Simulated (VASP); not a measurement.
# Nb (Fm-3m) in VASP: further runs

One crystal, Nb, is run at these levels: rSCAN+D4, PBEsol+D3(BJ), M06-L, HSE06+TS; tasks: equation of state, core levels, band structure.

Everything below comes from runs of VASP 6.6.1. Logs are shortened: lines on timing, memory, paths and dates and some standing lists are left out, and cuts for length are marked.

### 1 The crystal as given

It takes space group Fm-3m (No. 225, cubic). The conventional cell has a = 4.230 Å, b = 4.230 Å, c = 4.230 Å, α = 90.00°, β = 90.00°, γ = 90.00°. Nb (site symmetry m-3m) has 12 Nb at 2.99 Å as nearest neighbours.

This isn't the form of Nb at room conditions, which is bcc.

### 2 Equation of state, rSCAN+D4

The input, run.py:

```python
from ase.calculators.vasp import Vasp
from ase.eos import EquationOfState
from ase.io import Trajectory
from ase.spacegroup import crystal
from ase.units import GPa

atoms = crystal(
    ['Nb'],
    basis=[[0.0, 0.0, 0.0]],
    spacegroup=225,
    setting=1,
    cellpar=[4.23, 4.23, 4.23, 90.0, 90.0, 90.0],
    primitive_cell=True,
)
calc = Vasp(
    directory='calc',
    xc='rscan',
    pp='PBE',
    setups='recommended',
    prec='Accurate',
    encut=520,
    ediff=0.0001,
    ismear=-1,
    sigma=0.05,
    lreal=False,
    lasph=True,
    nelm=100,
    algo='Normal',
    isif=2,
    lwave=False,
    lcharg=False,
    lmixtau=True,
    ivdw=13,
    vdw_s6=1.0,
    vdw_s8=0.87728975,
    vdw_a1=0.49116966,
    vdw_a2=5.75859346,
    kpts=[11, 11, 11],
    gamma=True,
)
atoms.calc = calc
cell = atoms.cell.copy()
volumes, energies = [], []
traj = Trajectory('eos.traj', 'w')
for x in [0.94, 0.96, 0.98, 1.0, 1.02, 1.04, 1.06]:
    atoms.set_cell(cell * x ** (1 / 3), scale_atoms=True)
    volumes.append(atoms.get_volume())
    energies.append(atoms.get_potential_energy())
    traj.write(atoms)
    print(f'{x:5.2f} {volumes[-1]:12.5f} {energies[-1]:14.6f}')

v0, e0, B = EquationOfState(volumes, energies, eos='murnaghan').fit()
print(f'V0 = {v0:.4f} A^3, E0 = {e0:.6f} eV, B = {B / GPa:.2f} GPa')
```

Potentials or basis: VASP PAW PBE potentials, release 64 (Nb_sv).

Launch:

```bash
$ python run.py
```

Output:

```text
0.94     17.78644     -37.907202
 0.96     18.16487     -37.917399
 0.98     18.54331     -37.918593
 1.00     18.92174     -37.911745
 1.02     19.30018     -37.897843
 1.04     19.67861     -37.877625
 1.06     20.05705     -37.851684
V0 = 18.4054 A^3, E0 = -37.919123 eV, B = 171.62 GPa
```

OUTCAR:

```text
ENCUT = 520.000000
   EDIFF = 1.00e-04
   METAGGA = RSCAN
   PREC = Accurate
   ISIF = 2
   ISMEAR = -1
   NELM = 100
   IVDW = 13
   LASPH = .TRUE.
   LREAL = .FALSE.

 ion  position               nearest neighbor table
   1  0.000  0.000  0.000-

  LATTYP: Found a face centered cubic cell.
 ALAT       =     4.3129622388

  Lattice vectors:

 A1 = (   0.0000000000,   2.1564811194,   2.1564811194)
 A2 = (   2.1564811194,   0.0000000000,   2.1564811194)
 A3 = (   2.1564811194,   2.1564811194,   0.0000000000)

Analysis of symmetry for initial positions (statically):
=====================================================================
 Subroutine PRICEL returns:
 Original cell was already a primitive cell.

 Routine SETGRP: Setting up the symmetry group for a
 face centered cubic supercell.

 Subroutine GETGRP returns: Found 48 space group operations
 (whereof 48 operations were pure point group operations)
 out of a pool of 48 trial point group operations.

The static configuration has the point symmetry O_h .

Analysis of symmetry for dynamics (positions and initial velocities):
=====================================================================
 Subroutine PRICEL returns:
 Original cell was already a primitive cell.

 Routine SETGRP: Setting up the symmetry group for a
 face centered cubic supercell.

 Subroutine GETGRP returns: Found 48 space group operations
 (whereof 48 operations were pure point group operations)
 out of a pool of 48 trial point group operations.

The dynamic configuration has the point symmetry O_h .

 Subroutine INISYM returns: Found 48 space group operations
 (whereof 48 operations are pure point group operations),
 and found     1 'primitive' translations

----------------------------------------------------------------------------------------

                                     Primitive cell

  volume of cell :      20.0570

  direct lattice vectors                    reciprocal lattice vectors
     0.000000000  2.156481119  2.156481119    -0.231859206  0.231859206  0.231859206
     2.156481119  0.000000000  2.156481119     0.231859206 -0.231859206  0.231859206
     2.156481119  2.156481119  0.000000000     0.231859206  0.231859206 -0.231859206

  length of vectors
     3.049724846  3.049724846  3.049724846     0.401591925  0.401591925  0.401591925

  position of ions in fractional coordinates (direct lattice)
     0.000000000  0.000000000  0.000000000

  ion indices of the primitive-cell ions
   primitive index   ion index
                 1           1

----------------------------------------------------------------------------------------

 KPOINTS: KPOINTS created by Atomic Simulation Env

Automatic generation of k-mesh.
 Grid dimensions read from file:
 generate k-points for:   11   11   11

 Generating k-lattice:

  Cartesian coordinates                     Fractional coordinates (reciprocal lattice)
    -0.021078110  0.021078110  0.021078110     0.090909091  0.000000000  0.000000000
     0.021078110 -0.021078110  0.021078110     0.000000000  0.090909091  0.000000000
     0.021078110  0.021078110 -0.021078110     0.000000000  0.000000000  0.090909091

  Length of vectors
     0.036508357  0.036508357  0.036508357

  Shift w.r.t. Gamma in fractional coordinates (k-lattice)
     0.000000000  0.000000000  0.000000000

 Subroutine IBZKPT returns following result:
 ===========================================

 Found     56 irreducible k-points:

 Following reciprocal coordinates:
            Coordinates               Weight
  0.000000  0.000000  0.000000      1.000000
  0.090909  0.000000  0.000000      8.000000
  0.181818  0.000000  0.000000      8.000000
  0.272727  0.000000  0.000000      8.000000
  0.363636  0.000000  0.000000      8.000000
  0.454545  0.000000  0.000000      8.000000
[... 16 lines left out ...]
 -0.272727  0.181818  0.000000     24.000000
 -0.181818  0.181818  0.000000     12.000000
 [... further k-points ...]
   k-points           NKPTS =     56   k-points in BZ     NKDIM =     56   number of bands    NBANDS=     10
   number of dos      NEDOS =    301   number of ions     NIONS =      1
   total plane-waves  NPLWV =  13824
   dimension x,y,z NGX =    24 NGY =   24 NGZ =   24
   dimension x,y,z NGXF=    48 NGYF=   48 NGZF=   48
   ions per type =               1
   NGX,Y,Z   is equivalent  to a cutoff of  13.08, 13.08, 13.08 a.u.
   NGXF,Y,Z  is equivalent  to a cutoff of  26.17, 26.17, 26.17 a.u.
 SYSTEM =  unknown system
   PREC   = accura    normal or accurate (medium, high low for compatibility)
   ISTART =      0    job   : 0-new  1-cont  2-samecut
   ICHARG =      2    charge: 1-file 2-atom 10-const
   ISPIN  =      1    spin polarized calculation?
   LNONCOLLINEAR =      F non collinear calculations
   LSORBIT =      F    spin-orbit coupling
   LASPH  =      T    aspherical Exc in radial PAW
   ENCUT  =  520.0 eV  38.22 Ry    6.18 a.u.   5.67  5.67  5.67*2*pi/ulx,y,z
   NELM   =    100;   NELMIN=  2; NELMDL=  0     # of ELM steps
   EDIFF  = 0.1E-03   stopping-criterion for ELM
   LREAL  =      F    real-space projection
   EDIFFG = 0.1E-02   stopping-criterion for IOM
   NSW    =      0    number of steps for IOM
   IBRION =     -1    ionic relax: 0-MD 1-quasi-New 2-CG
   NFREE  =      0    steps in history (QN), initial steepest desc. (CG)
   ISIF   =      2    stress and relaxation
   ISYM   =      2    0-nonsym 1-usesym 2-fastsym
   POTIM  = 0.5000    time-step for ionic-motion
   TEBEG  =    0.0;   TEEND  =   0.0 temperature during run
   PSTRESS=    0.0 pullay stress
   NELECT =      13.0000    total number of electrons
   NUPDOWN=      -1.0000    fix difference up-down
   EMIN   =  10.00;   EMAX   =-10.00  energy-range for DOS
   EFERMI =   0.00;   METHOD = LEGACY
   ISMEAR =    -1;   SIGMA  =   0.05  broadening in eV -4-tet -1-fermi 0-gaus
   EFERMI_NEDOS =   21; number of points for ismear=-14 and -15
   IALGO  =     38    algorithm
   IMIX   =      4    mixing-type and parameters
     AMIX     =   0.40;   BMIX     =  1.00
     AMIX_MAG =   1.60;   BMIX_MAG =  1.00
  volume/ion in A,a.u.               =      20.06       135.35
  Fermi-wavevector in a.u.,A,eV,Ry     =   1.416773  2.677313 27.310238  2.007246
  Thomas-Fermi vector in A             =   2.538073
   LORBIT       =      0    0 simple, 1 ext, 2 COOP (PROOUT), +10 PAW based schemes
   METAGGA = RSCAN    functional components
   LHFCALC =     F    Hartree Fock is set to
   AEXX    =    0.0000 exact exchange contribution
   IVDW    =    13    specifies the selected vdW correction
   LEPSILON=     F    determine dielectric tensor
   LRPA    =     F    only Hartree local field effects (RPA)
 non-spin polarized calculation
  energy-cutoff  :      520.00
  volume of cell :       20.06
 maximum number of plane-waves:       556
   NGX = 11   NGY = 11   NGZ = 11

 number of electron      12.9999999 magnetization

 Free energy of the ion-electron system (eV)
  ---------------------------------------------------
  ext. energy  EPLUGINS =         0.00000000
  ---------------------------------------------------
  free energy    TOTEN  =       -37.73252843 eV

  energy without entropy =      -37.71869848  energy(sigma->0) =      -37.72561345

 E-fermi :  10.0464     XC(G=0): -12.9778

 val. band max:        9.9750231887   @ k =  -0.4545   0.2727   0.0000
 cond. band min:      10.0479007404   @ k =   0.3636   0.1818   0.0909
 fundamental gap:      0.0728775517
 Fermi energy:        10.0463595554

 k-point     1 :       0.0000    0.0000    0.0000
  band No.  band energies     occupation
      1     -46.6848      2.00000
      2     -21.4627      2.00000
      3     -21.4627      2.00000
      4     -21.4627      2.00000
      5       3.6436      2.00000
      6      10.1689      0.15876
      7      10.1689      0.15876
      8      10.1689      0.15876
      9      12.7277      0.00000
     10      12.7277      0.00000
[... 287 lines left out ...]
 k-point    24 :      -0.1818    0.1818    0.0000
  band No.  band energies     occupation
      1     -46.5794      2.00000
      2     -22.0286      2.00000
      3     -21.6979      2.00000
      4     -21.5288      2.00000
      5       6.2160      2.00000
      6       8.8456      2.00000
      7      10.1310      0.31072
      8      11.4153      0.00000
      9      11.4880      0.00000
     10      14.2122      0.00000

 [... further k-points ...]

------------------------ aborting loop because EDIFF is reached ----------------------------------------

  DFT-D4 for vdW energy calculation

  Edisp (eV):   -0.12607

  FORCE on cell =-STRESS in cart. coord.  units (eV):
  Direction    XX          YY          ZZ          XY          YZ          ZX
  --------------------------------------------------------------------------------------
  -------------------------------------------------------------------------------------
  Total      -1.55224    -1.55224    -1.55224     0.00000    -0.00000    -0.00000
  in kB    -123.99455  -123.99455  -123.99455     0.00000    -0.00000    -0.00000
  external pressure =     -123.99 kB  Pullay stress =        0.00 kB

 VOLUME and BASIS-vectors are now :
 -----------------------------------------------------------------------------
  energy-cutoff  :      520.00
  volume of cell :       20.06
      direct lattice vectors                 reciprocal lattice vectors
     0.000000000  2.156481119  2.156481119    -0.231859206  0.231859206  0.231859206
     2.156481119  0.000000000  2.156481119     0.231859206 -0.231859206  0.231859206
     2.156481119  2.156481119  0.000000000     0.231859206  0.231859206 -0.231859206

 POSITION                                       TOTAL-FORCE (eV/Angst)
 -----------------------------------------------------------------------------------
      0.00000      0.00000      0.00000         0.000000      0.000000      0.000000
 -----------------------------------------------------------------------------------
    total drift:                                0.000000     -0.000000     -0.000000

  FREE ENERGIE OF THE ION-ELECTRON SYSTEM (eV)
  ---------------------------------------------------
  free  energy   TOTEN  =       -37.8585986579 eV

  energy  without entropy=      -37.8447687037  energy(sigma->0) =      -37.85168368
```

INCAR:

```text
ENCUT = 520.000000
SIGMA = 0.050000
VDW_S6 = 1.000000
VDW_S8 = 0.877290
VDW_A1 = 0.491170
VDW_A2 = 5.758593
EDIFF = 1.00e-04
ALGO = Normal
METAGGA = RSCAN
PREC = Accurate
ISIF = 2
ISMEAR = -1
NELM = 100
IVDW = 13
LASPH = .TRUE.
LCHARG = .FALSE.
LWAVE = .FALSE.
LMIXTAU = .TRUE.
LREAL = .FALSE.
```

Run time: 3.1 min. Hardware: 1 thread of Intel Xeon Platinum 8488C (Sapphire Rapids), shared host; peak memory 0.14 GiB.

The run converged, but some of its settings lie outside the range that counts as converged (typed here: EDIFF = 0.0001), so its numbers aren't taken as properties of the crystal.

What came out:

```yaml
Equilibrium_volume: 18.41 Å³/atom
Bulk_modulus: 172 GPa
Pressure_derivative_of_the_bulk_modulus: 4.7
```

Caveat: the PAW data sets were made with another functional, which shifts forces and pressure a little.

### 3 Core levels, PBEsol+D3(BJ)

The input, INCAR:

```
SYSTEM = Nb
PREC = Accurate
ENCUT = 520
EDIFF = 1E-6
ISMEAR = 0
SIGMA = 0.05
LREAL = .FALSE.
LASPH = .TRUE.
NELM = 80
ALGO = Fast
ISIF = 2
LWAVE = .FALSE.
LCHARG = .FALSE.
GGA = PS
IVDW = 12
ICORELEVEL = 1
```

The input, KPOINTS:

```
regular mesh
0
G
  11 11 11
  0 0 0
```

The input, POSCAR:

```
Nb
2.9911
    0.000000000000      0.707097723246      0.707097723246
    0.707097723246      0.000000000000      0.707097723246
    0.707097723246      0.707097723246      0.000000000000
Nb
1
Direct
    0.0000000000      0.0000000000      0.0000000000
```

Potentials or basis: VASP PAW PBE potentials, release 64 (Nb_sv).

Launch:

```bash
$ cat potpaw_PBE.64/Nb_sv/POTCAR > POTCAR
$ mpirun -np 1 vasp_std > vasp.out
```

OUTCAR:

```text
SYSTEM = Nb
   PREC = Accurate
   ENCUT = 520
   EDIFF = 1E-6
   ISMEAR = 0
   LREAL = .FALSE.
   LASPH = .TRUE.
   NELM = 80
   ISIF = 2
   GGA = PS
   IVDW = 12
 IVDW          = 12

 ion  position               nearest neighbor table
   1  0.000  0.000  0.000-

  LATTYP: Found a face centered cubic cell.
 ALAT       =     4.2300000000

  Lattice vectors:

 A1 = (   0.0000000000,   2.1150000000,   2.1150000000)
 A2 = (   2.1150000000,   0.0000000000,   2.1150000000)
 A3 = (   2.1150000000,   2.1150000000,   0.0000000000)

Analysis of symmetry for initial positions (statically):
[... 473 lines left out ...]

------------------------ aborting loop because EDIFF is reached ----------------------------------------

 Edisp (eV)   -0.71502

 E8    (eV) :    -0.5080

  FORCE on cell =-STRESS in cart. coord.  units (eV):
  Direction    XX          YY          ZZ          XY          YZ          ZX
  --------------------------------------------------------------------------------------
  -------------------------------------------------------------------------------------
  Total      -1.60409    -1.60409    -1.60409    -0.00000    -0.00000     0.00000
  in kB    -135.82484  -135.82484  -135.82484    -0.00000    -0.00000     0.00000
  external pressure =     -135.82 kB  Pullay stress =        0.00 kB

 VOLUME and BASIS-vectors are now :
 -----------------------------------------------------------------------------
  energy-cutoff  :      520.00
  volume of cell :       18.92
      direct lattice vectors                 reciprocal lattice vectors
     0.000000000  2.115000000  2.115000000    -0.236406619  0.236406619  0.236406619
     2.115000000  0.000000000  2.115000000     0.236406619 -0.236406619  0.236406619
     2.115000000  2.115000000  0.000000000     0.236406619  0.236406619 -0.236406619

 POSITION                                       TOTAL-FORCE (eV/Angst)
 -----------------------------------------------------------------------------------
      0.00000      0.00000      0.00000        -0.000000     -0.000000     -0.000000
 -----------------------------------------------------------------------------------
    total drift:                               -0.000000      0.000000     -0.000000

  FREE ENERGIE OF THE ION-ELECTRON SYSTEM (eV)
  ---------------------------------------------------
  free  energy   TOTEN  =       -11.3041360205 eV

  energy  without entropy=      -11.3024051865  energy(sigma->0) =      -11.30327060
```

OSZICAR:

```text
N       E                     dE             d eps       ncg     rms          rms(c)
DAV:   1     0.113330482237E+03    0.11333E+03   -0.74970E+03  1120   0.128E+03
DAV:   2    -0.563112906697E+01   -0.11896E+03   -0.11650E+03  1218   0.441E+02
DAV:   3    -0.107607715660E+02   -0.51296E+01   -0.49379E+01  1664   0.773E+01
[... 16 lines left out ...]
RMM:  20    -0.105891061035E+02   -0.27756E-05   -0.34347E-05  1295   0.500E-02    0.510E-02
RMM:  21    -0.105891073445E+02   -0.12410E-05   -0.25727E-05  1406   0.541E-02    0.386E-02
RMM:  22    -0.105891092944E+02   -0.19499E-05   -0.16457E-05  1267   0.453E-02    0.308E-02
RMM:  23    -0.105891109098E+02   -0.16154E-05   -0.10801E-05  1141   0.335E-02    0.312E-02
RMM:  24    -0.105891113996E+02   -0.48982E-06   -0.72629E-06  1068   0.251E-02
   1 F= -.11304136E+02 E0= -.11303271E+02  d E =-.173083E-02
```

stdout:

```text
POSCAR found type information on POSCAR Nb
 POSCAR found :  1 types and       1 ions
 scaLAPACK will be used
 -----------------------------------------------------------------------------
|                                                                             |
|                                                                             |
|     You enforced a specific xc type in the INCAR file but a different       |
|     I HOPE YOU KNOW WHAT YOU ARE DOING!                                     |
|                                                                             |
 -----------------------------------------------------------------------------

 LDA part: xc-table for (Slater+PW92), standard interpolation
 POSCAR, INCAR and KPOINTS ok, starting setup
 FFT: planning ... GRIDC
 FFT: planning ... GRID_SOFT
 FFT: planning ... GRID
 WAVECAR not read
 entering main loop
WARNING in EDDRMM: call to ZHEGV failed, returncode =   8  4      6
```

It took 14 s on 1 thread of Intel Xeon Platinum 8488C (Sapphire Rapids), shared host; peak memory 0.15 GiB.

What came out:

```yaml
Free_energy: -11.3041 eV
Pressure: -13.6 GPa
Band_gap_on_the_k_mesh: none (metal or under the smearing width)
Dispersion_energy_per_atom: -0.715 eV
```

Levels at points of the mesh, in eV from the Fermi level:
| k point | band 2 | band 3 | band 4 | band 5 | band 6 | band 7 | band 8 | band 9 | band 10 |
| --- | --- | --- | --- | --- | --- | --- | --- | --- | --- |
| (0.00, 0.00, 0.00) | -30.12 | -30.12 | -30.12 | -6.23 | 0.11 | 0.11 | 0.11 | 2.67 | 2.67 |

Core levels (eV, on the scale of the bands):
```
atom                                                                levels
1 Nb  1s -18790.9, 2s -2616.1, 2p -2334.2, 3s -424.5, 3p -332.4, 3d -181.9
```

Caveat: the PAW data sets were made with another functional, which shifts forces and pressure a little; pairwise dispersion overbinds metals, which lowers pressure and volume.

(Continued in part 2 of 2.)
